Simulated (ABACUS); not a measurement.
MgSe:

```xyz
2
Lattice="0.0000 2.7255 2.7255 2.7255 0.0000 2.7255 2.7255 2.7255 0.0000" Properties=species:S:1:pos:R:3 pbc="T T T"
Se    2.7255    2.7255    2.7255
Mg    0.0000    0.0000    0.0000
```

| Quantity | Value |
| --- | --- |
| Program | ABACUS 3.10.1 |
| Task | single point |
| Functional | PBE |
| Potentials or basis | PseudoDojo NC SR 0.4.1 PBE standard |
| Cutoff | 1184 eV |
| Density cutoff | 4735 eV |
| Basis | plane waves |
| k mesh | 8 × 8 × 8 |
| Occupations | fermi-dirac, width 0.05 eV |
| Spin | no spin polarisation |

On this cell: pressure 2.1 GPa; largest force zero by symmetry; band gap on the k mesh 1.82 eV, indirect (least direct gap 2.60 eV).

The same run follows on a disturbed copy (atoms moved at random, drawn with an rms of 0.05 Å):

```xyz
2
Lattice="0.0000 2.7255 2.7255 2.7255 0.0000 2.7255 2.7255 2.7255 0.0000" Properties=species:S:1:pos:R:3 pbc="T T T"
Se    2.7313    2.6832    2.7022
Mg   -0.0481   -0.0144   -0.0162
```

**Question.** What changes?

**Answer.** The energy moves by +2.5 meV/atom; pressure 2.2 GPa; largest force 0.161 eV/Å; band gap on the k mesh 1.82 eV, indirect (least direct gap 2.60 eV).

Forces in eV/Å, atoms in the order of the input:
```
Se  -0.142  0.073  0.019
Mg   0.142 -0.073 -0.019
```

Stress tensor (GPa, compression positive):
```
2.36 0.02 0.00
0.02 2.15 0.00
0.00 0.00 2.08
```

A k mesh can miss the band edges.
